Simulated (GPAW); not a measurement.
# Cu (I4/mmm) in GPAW: single point with PBE

Aim: the single point of Cu with PBE.

Everything below comes from runs of GPAW 26.7.0. Logs are shortened: lines on timing, memory, paths and dates and some standing lists are left out, and cuts for length are marked. The log counts tension as positive stress, the text compression.

## (1) Starting point

The structure is tetragonal, space group I4/mmm (No. 139). The conventional cell has a = 2.886 Å, b = 2.886 Å, c = 2.752 Å, α = 90.00°, β = 90.00°, γ = 90.00°. Around Cu (site symmetry 4/mmm) lie 10 Cu at 2.46 to 2.75 Å.

This isn't the form of Cu at room conditions, which is fcc.

## (2) Single point, PBE

The input, run.py:

```python
from ase.io import read
from gpaw import PW
from gpaw.dft import DFT

atoms = read('POSCAR')

dft = DFT(atoms,
          mode=PW(600),
          xc='PBE',
          kpts={'size': (13, 13, 13), 'gamma': True},
          occupations={'name': 'fermi-dirac', 'width': 0.05},
          nbands=14,
          convergence={'density': 1e-05, 'energy': 1e-05},
          maxiter=150,
          txt='gpaw.txt')
print(f'Energy: {dft.calculate_energy():.6f} eV')
print('Forces (eV/A):')
print(dft.calculate_forces().round(4))
print('Stress (eV/A^3):', dft.calculate_stress().round(6))
dft.write_gpw_file('gs.gpw')
```

The input, POSCAR:

```
Cu
1.0
   -1.4427933200      1.4427933200      1.3760814500
    1.4427933200     -1.4427933200      1.3760814500
    1.4427933200      1.4427933200     -1.3760814500
Cu
1
Direct
    0.0000000000      0.0000000000      0.0000000000
```

Potentials or basis: GPAW PAW data sets (gpaw-data 1.2.1), pw.

Command:

```sh
OMP_NUM_THREADS=1 python run.py
```

gpaw.txt:

```text
Diagonalizing LCAO Hamiltonian
Converting LCAO to pw mode

       Cu

Atoms  # Å, Bohr magnetons
|   | symbol |        x |        y |        z |    initial magnetic moments |
|---|--------|----------|----------|----------|-----------------------------|
| 0 |     Cu | 0.000000 | 0.000000 | 0.000000 | ( 0.0000,  0.0000,  0.0000) |

Unit cell  # Å
| periodic |         x |         y |         z |  lengths |     angles |
|----------|-----------|-----------|-----------|----------|------------|
|      yes | -1.442793 |  1.442793 |  1.376081 | 2.461078 | 108.218096 |
|      yes |  1.442793 | -1.442793 |  1.376081 | 2.461078 | 108.218096 |
|      yes |  1.442793 |  1.442793 | -1.376081 | 2.461078 | 112.007635 |

Number of symmetries: 16
Symmetry operations  # r_c * U_cc + t_c -> r_c
|    | kind |            matrix            |
|----|------|------------------------------|
|  0 |  σ   |  1, 1, 1,  0, 0,-1,  0,-1, 0 |
|  1 |  C4  |  1, 1, 1,  0, 0,-1, -1, 0, 0 |
|  2 |  E   |  1, 0, 0,  0, 1, 0,  0, 0, 1 |
|  3 |  σ   |  1, 0, 0,  0, 1, 0, -1,-1,-1 |
|  4 |  σ   |  0, 1, 0,  1, 0, 0,  0, 0, 1 |
|  5 |  C2  |  0, 1, 0,  1, 0, 0, -1,-1,-1 |
|  6 |  C2  |  0, 0, 1, -1,-1,-1,  1, 0, 0 |
|  7 |  S4  |  0, 0, 1, -1,-1,-1,  0, 1, 0 |
|  8 |  C4  |  0, 0,-1,  1, 1, 1,  0,-1, 0 |
|  9 |  σ   |  0, 0,-1,  1, 1, 1, -1, 0, 0 |
| 10 |  σ   |  0,-1, 0, -1, 0, 0,  1, 1, 1 |
| 11 |  C2  |  0,-1, 0, -1, 0, 0,  0, 0,-1 |
| 12 |  C2  | -1, 0, 0,  0,-1, 0,  1, 1, 1 |
| 13 |  i   | -1, 0, 0,  0,-1, 0,  0, 0,-1 |
| 14 |  S4  | -1,-1,-1,  0, 0, 1,  1, 0, 0 |
| 15 |  C2  | -1,-1,-1,  0, 0, 1,  0, 1, 0 |

BZ-sampling:
  Number of BZ points: 2197
  Number of IBZ points: 196

  Monkhorst-Pack size: [13, 13, 13]
  Monkhorst-Pack shift: [0, 0, 0]

K-points  # in reciprocal-cell coordinates
|     |                                coordinates |     weight |
|-----|--------------------------------------------|------------|
|   0 | (  0.00000000,   0.00000000,   0.00000000) | 0.00045517 |
|   1 | (  0.07692308,  -0.07692308,   0.00000000) | 0.00182066 |
|   2 | (  0.07692308,  -0.07692308,   0.07692308) | 0.00182066 |
|   3 | (  0.07692308,   0.00000000,   0.00000000) | 0.00364133 |
|   4 | (  0.07692308,   0.07692308,  -0.07692308) | 0.00091033 |
|   5 | (  0.15384615,  -0.15384615,   0.00000000) | 0.00182066 |
|   6 | (  0.15384615,  -0.15384615,   0.07692308) | 0.00364133 |
|   7 | (  0.15384615,  -0.15384615,   0.15384615) | 0.00182066 |
|   8 | (  0.15384615,  -0.07692308,   0.00000000) | 0.00728266 |
|   9 | (  0.15384615,  -0.07692308,   0.07692308) | 0.00364133 |
| ... |                                            |            |
| 195 | (  0.46153846,   0.46153846,   0.46153846) | 0.00364133 |

Plane wave coefficients: 400
Cutoff: 600.0 eV

Spin-components: 1 (collinear spins)
Bands:           14
Projectors:      6
Spin-degeneracy: 2
Datatype:        complex128

Density:
  Valence electrons: 11.0
  Components: 1
  Grid points: [14 14 14]
  Charge: 0.0  # |e|

Potential:
  Grid points: [14 14 14]

species:
  Cu:
    name:    Copper
    Z:       29.0
    valence: 11
    core:    18
    charge:  0.0  # [|e|]
    compensation charges:
      type: gauss
      rc: 0.33  # [Å]
      lmax: 2
    cutoffs:
      filter: 2.06  # [Å]
      core: 2.43  # [Å]
    projectors
    | kind |    occ | energy [eV] | rcut [Å] |
    |------|--------|-------------|----------|
    |   4s |  1.000 |      -4.609 |    1.164 |
    |   4p |  0.000 |      -0.698 |    1.164 |
    |   3d | 10.000 |      -5.039 |    1.058 |
    |    s |        |      22.603 |    1.164 |
    |    p |        |      26.513 |    1.164 |
    |    d |        |      22.172 |    1.058 |

    Using partial waves for Cu as LCAO basis

Reference energy: -45021.451841  # eV

eigensolver:
  PPCG
  Converge bands: occupied
  niter=2

density mixing:
  MSR1-Mixer
  Pratt-step length: 0.05
  Maximum mixing coefficient: 0.75
  Old densities: 10
  SVD Regularization: 0.005
  Good broyden scale: 1.0
  Trust region scale: 1.0
  Backstep threshold: 4.0
  History deletion threshold: 6.0
  Fourier metric: weight=20.0, sigma=0.015

occupation numbers:
  Fermi-Dirac:
    width: 0.0500  # eV

poisson solver:
  ecut: 4800.0  # eV

xc functional:
[... 9 lines left out ...]
|iter     | |      energy | eigst |  dens |
|---------|-|-------------|-------|-------|
|iter:   1| |   -4.581080 | -0.44 |       |
|iter:   2| |   -4.220856 | -3.03 | -0.90 |
|iter:   3| |   -3.643360 | -1.93 | -1.00 |
|iter:   4| |   -3.633064 | -4.01 | -1.82 |
|iter:   5| |   -3.625756 | -3.49 | -1.96 |
|iter:   6| |   -3.625764 | -6.49 | -3.50 |
|iter:   7| |   -3.625763c| -6.06 | -3.52 |
|iter:   8| |   -3.625763c| -7.52c| -4.73 |
|iter:   9| |   -3.625763c| -8.45c| -5.34c|
SCF steps: 9
Energy contributions relative to reference atoms: (reference = -45021.451841)

Energy contributions:
  Kinetic:         -10.514760
  Coulomb:           8.199304
  Zero:              0.053696
  External:          0.000000
  Xc:               -1.362709
  Entropy:          -0.002587
  Spinorbit:         0.000000
  ----------------------------
  Free energy:      -3.627056
  Extrapolated:     -3.625763

Forces  # eV/Ang
|       x |       y |       z |
|---------|---------|---------|
| 0.00000 | 0.00000 | 0.00000 |  # Cu   0

Stress tensor  # eV/Ang^3
|         x |         y |         z |
|-----------|-----------|-----------|
| -0.055418 |  0.000000 |  0.000000 |
|  0.000000 | -0.055418 | -0.000000 |
|  0.000000 | -0.000000 | -0.055594 |

Writing to gs.gpw (mode='')

  __  _  _
 | _ |_)|_||  |
 |__||  | ||/\| - 26.7.0

Input parameters:
  mode=PW(ecut=600.0),
  convergence={'density': 1e-05, 'energy': 1e-05},
  kpts=MonkhorstPack(size=(13, 13, 13), gamma=True),
  maxiter=150,
  nbands=14,
  occupations=Occupations(name='fermi-dirac', width=0.05),
  xc=XC(name='PBE')
# Writing to gs.gpw (mode='')
```

It took 11 s on 1 thread of Intel Xeon 6975P-C (Granite Rapids), shared host; peak memory 0.15 GiB.

Results:

| Property | Result |
| --- | --- |
| Free energy | -3.6271 eV |
| Pressure | 8.9 GPa |
| Band gap on the k mesh | none (metal or under the smearing width) |

Caveat: with this Cu data set, volumes or pressures lay over 1.5 % or 2 GPa off other programs in two to four cells of ten.
